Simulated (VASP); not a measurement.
**A VASP 6.6.1 single-point calculation on NaCl**

INCAR

```
NELM = 95
NSW = 0
ENCUT = 520
ISMEAR = -1
NBANDS = 14
GGA = PE
SIGMA = 0.02
LREAL = .FALSE.
LCHARG = .FALSE.
ISIF = 2
PREC = Low
EDIFF = 1E-7
LWAVE = .FALSE.
IBRION = -1
LASPH = .TRUE.
```

KPOINTS

```
KPOINTS created by Atomic Simulation Environment
0
Gamma
8 8 8
0 0 0
```

POSCAR

```
Na Cl
 1.0000000000000000
     0.0000000000000000    2.8867797900999999    2.8867797900999999
     2.8867797900999999    0.0000000000000000    2.8867797900999999
     2.8867797900999999    2.8867797900999999    0.0000000000000000
 Na  Cl
   1   1
Cartesian
  0.0000000000000000  0.0000000000000000  0.0000000000000000
  2.8867797900999999  2.8867797900999999  2.8867797900999999
```

The recommended PBE PAW datasets give the neutral cell 14 valence electrons.

Command

```
mpirun -np 1 vasp_std
```

Predict the outcome of this run.

It converged. Results: gap between bands v and c on the k mesh 4.85 eV; least direct gap on the k mesh 4.85 eV; pressure -0.8 GPa. Band v is the last that the valence electrons fill when counted band by band, and c is the next.

OSZICAR

```
N       E                     dE             d eps       ncg     rms          rms(c)
DAV:   1     0.986213631470E+02    0.98621E+02   -0.70721E+03   812   0.990E+02
DAV:   2     0.216135811173E+01   -0.96460E+02   -0.88119E+02   870   0.258E+02
DAV:   3    -0.683068803617E+01   -0.89920E+01   -0.89263E+01  1040   0.736E+01
DAV:   4    -0.698466397770E+01   -0.15398E+00   -0.15388E+00   962   0.105E+01
DAV:   5    -0.698776248764E+01   -0.30985E-02   -0.30983E-02  1052   0.154E+00    0.214E+00
DAV:   6    -0.678073008247E+01    0.20703E+00   -0.35740E-01  1010   0.328E+00    0.158E+00
DAV:   7    -0.676839116128E+01    0.12339E-01   -0.83746E-02  1046   0.159E+00    0.108E+00
DAV:   8    -0.677457806617E+01   -0.61869E-02   -0.10819E-02   890   0.859E-01    0.289E-01
DAV:   9    -0.677447417963E+01    0.10389E-03   -0.21568E-04  1028   0.110E-01    0.172E-01
DAV:  10    -0.677463074829E+01   -0.15657E-03   -0.42514E-04   932   0.141E-01    0.771E-02
DAV:  11    -0.677461793945E+01    0.12809E-04   -0.21205E-05  1040   0.382E-02    0.220E-02
DAV:  12    -0.677461772547E+01    0.21398E-06   -0.36048E-06   986   0.150E-02    0.158E-03
DAV:  13    -0.677461840152E+01   -0.67605E-06   -0.45056E-07   986   0.454E-03    0.250E-03
DAV:  14    -0.677461827626E+01    0.12526E-06   -0.24659E-08   730   0.966E-04    0.220E-04
DAV:  15    -0.677461825167E+01    0.24596E-07   -0.23882E-09   580   0.406E-04
   1 F= -.67746183E+01 E0= -.67746183E+01  d E =-.175305E-12
```

Standard output (part)

```
POSCAR found type information on POSCAR NaCl
 POSCAR found :  2 types and       2 ions
 LDA part: xc-table for (Slater+PW92), standard interpolation
 POSCAR, INCAR and KPOINTS ok, starting setup
 WAVECAR not read
 entering main loop
```

For comparison, a separate PBE run of the intended cell, on usual settings and not on those above, gives a gap of 4.85 eV on its mesh and a pressure of -0.9 GPa.
